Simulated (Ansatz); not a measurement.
Set up this calculation in Ansatz 0.2.0, as the native input.

- Task: single point
- Functional: LDA
- Potentials or basis: Ansatz PAW
- Cutoff: 420 eV (not typed: the program's choice for these potentials)
- k mesh: 6 × 4 × 7
- Occupations: gaussian, width 0.05 eV
- Spin: collinear spin, ferrimagnetic start
- Starting moments: [4.0, -2.0, 0.0, 0.0] μB

The system is MnO.

```
CELL_PARAMETERS angstrom
1.48474 2.57165 0.00000
-4.45423 2.57165 0.00000
0.00000 0.00000 2.89807
ATOMIC_POSITIONS crystal
Mn 0.00000 0.00000 0.00000
Mn 0.50000 0.50000 0.00000
O 0.50000 0.83333 0.50000
O 0.00000 0.33333 0.50000
```

Measurements of this composition are mostly on another form, of space group No. 225.

The cell isn't the ideal one: another cell of the same crystal, with 4 atoms.

The input as run:

input.yaml

```yaml
crystal:
  lattice:
    - [1.48474295, 2.57165023, 0.0]
    - [-4.45422887, 2.57165023, 0.0]
    - [0.0, 0.0, 2.89807113]
  atoms:
    - { symbol: Mn, position: [0.0, 0.0, 0.0], spin: 4.0 }
    - { symbol: Mn, position: [0.5, 0.5, 0.0], spin: -2.0 }
    - { symbol: O, position: [0.5, 0.8333333333, 0.5] }
    - { symbol: O, position: [0.0, 0.3333333333, 0.5] }
hamiltonian:
  xc: lda
  pseudopotentials: { kind: paw }
magnetization:
  spin_polarized: true
kpoints:
  mp_grid: { grid: [6, 4, 7] }
scf:
  occupations: { method: gaussian, width: 0.05 }
output:
  forces: true
  stress: true
  eigenvalues: true
  write_density: true
  write_potential: true
  elf: true
  volumetric_format: npy
```

Potentials or basis: Ansatz PAW.

The run is started by

```sh
$ ansatz run input.yaml --threads 2 --pin off --max-ram 5632MiB --backend cpu --events-out ev --progress --plain --runs-dir out
```

Results of the run:

```json
{
 "Pressure": "-21.3 GPa",
 "Largest force": "0.103 eV/Å",
 "Band gap on the k mesh": "none (metal or under the smearing width)",
 "Net moment": "0.00 μB per cell",
 "Absolute moment": "8.67 μB per cell",
 "Site moments": "Mn +3.85, -3.85; O +0.09, -0.09 μB"
}
```

Caveat: so large a pressure means that the cell lies far from this level's equilibrium, or that cutoff or potentials fall short; the pressure holds a Pulay correction of +0.8 GPa for the finite cutoff; semilocal functionals often make such compounds metallic where correlation or magnetic order opens a gap, which also shifts bond lengths; the PAW data sets come from PBE, with cores solved anew for the run's functional, which leaves a small shift of forces and pressure.

Run time: 9.5 s on 2 threads of Arm Neoverse V2, on a shared host, peak memory 0.43 GiB.
